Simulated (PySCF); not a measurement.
Job file and geometry (Å, from PBE0-D3(BJ)/def2-TZVP) of an NMR shielding run on SMILES CC(=O)O, C2H4O2, PySCF 2.14.0, density-fitted response routines, GIAO B97-2/pcSseg-2 NMR shielding, non-relativistic, gas phase; density fitting, a coarse starting grid and PySCF grid level 2 are the driver's defaults:

```
$ OMP_NUM_THREADS=1 python probes_run.py task.json out

{"job": {"kind": "nmr", "xc": "B97-2", "basis": "pcSseg-2", "pop": false}, "charge": 0, "multiplicity": 1}
C     -0.279442    -0.679590    -0.624980
C      0.359505     0.438926     0.134157
O      1.295907     1.094123    -0.232051
O     -0.242809     0.640882     1.321452
H     -1.353225    -0.508863    -0.713057
H      0.175250    -0.759575    -1.608598
H     -0.142869    -1.613659    -0.075396
H      0.231186     1.368137     1.748358
```

Q: What does the program print?

A: 
```
coarse grid: 6824 points
cycle   1  E = -228.9410990976  dE =  6.139e-01  |g| = 9.528e-01  |ddm| = 1.846e+00
cycle   2  E = -228.5772514768  dE =  3.638e-01  |g| = 1.686e+00  |ddm| = 1.491e+00
cycle   3  E = -229.0883706840  dE = -5.111e-01  |g| = 3.053e-01  |ddm| = 1.134e+00
cycle   4  E = -229.1053350572  dE = -1.696e-02  |g| = 7.778e-02  |ddm| = 1.716e-01
cycle   5  E = -229.1062204180  dE = -8.854e-04  |g| = 2.508e-02  |ddm| = 4.320e-02
cycle   6  E = -229.1063599983  dE = -1.396e-04  |g| = 4.032e-03  |ddm| = 1.552e-02
cycle   7  E = -229.1063631638  dE = -3.166e-06  |g| = 7.075e-04  |ddm| = 2.531e-03
final grid: 66320 points
cycle   8  E = -229.1044212586  dE = -7.685e-05  |g| = 3.647e-03  |ddm| = 3.209e-02
cycle   9  E = -229.1044173089  dE =  3.950e-06  |g| = 5.863e-03  |ddm| = 4.572e-03
cycle  10  E = -229.1044235716  dE = -6.263e-06  |g| = 9.914e-04  |ddm| = 3.037e-03
cycle  11  E = -229.1044237256  dE = -1.541e-07  |g| = 4.071e-04  |ddm| = 6.530e-04
cycle  12  E = -229.1044237537  dE = -2.805e-08  |g| = 1.198e-04  |ddm| = 2.013e-04
cycle  13  E = -229.1044237563  dE = -2.591e-09  |g| = 1.258e-05  |ddm| = 5.865e-05
cycle  14  E = -229.1044237563  dE = -3.178e-11  |g| = 1.323e-06  |ddm| = 7.601e-06
converged SCF energy = -229.1044237563

GIAO shielding tensors (ppm)
atom      isotropic    diamagn.    paramagn.     s11        s22        s33       span
  0 C      164.802     243.289     -78.487    145.967    156.711    191.729     45.762
  1 C        7.659     251.093    -243.433    -95.733     44.214     74.497    170.230
  2 O     -100.589     396.079    -496.668   -347.656   -201.568    247.457    595.113
  3 O      120.002     389.137    -269.135    -35.737    137.664    258.079    293.816
  4 H       29.506      29.329       0.177     26.119     28.427     33.973      7.854
  5 H       29.909      29.401       0.508     26.236     28.593     34.898      8.662
  6 H       29.486      29.186       0.300     26.344     28.147     33.968      7.623
  7 H       25.750      31.089      -5.339     20.824     23.212     33.215     12.391
```

Q: Turn these shieldings into chemical shifts. Referencing at the same level of theory: TMS for $^{13}$C (185.38 ppm), $^{1}$H (31.64 ppm); $^{17}$O (327.66 ppm) against H2O.

A: Averaging equivalent atoms: C 1: 177.7; C 0: 20.6; O 2: 428.3; O 3: 207.7; H 7: 5.89; H 4/5/6: 2.00 ppm. Unscaled 17O shifts of doubly bonded oxygen tend to come out too high, by tens of ppm or more. Experimental scales use liquid or dissolved standards, which lie at an offset from isolated H2O (liquid H2O: subtract about 36 ppm).

Size and cost of the density-fitted run: 200 basis functions, 11 s wall time on 1 thread of an Arm Neoverse V2, shared host; peak memory 0.96 GiB.
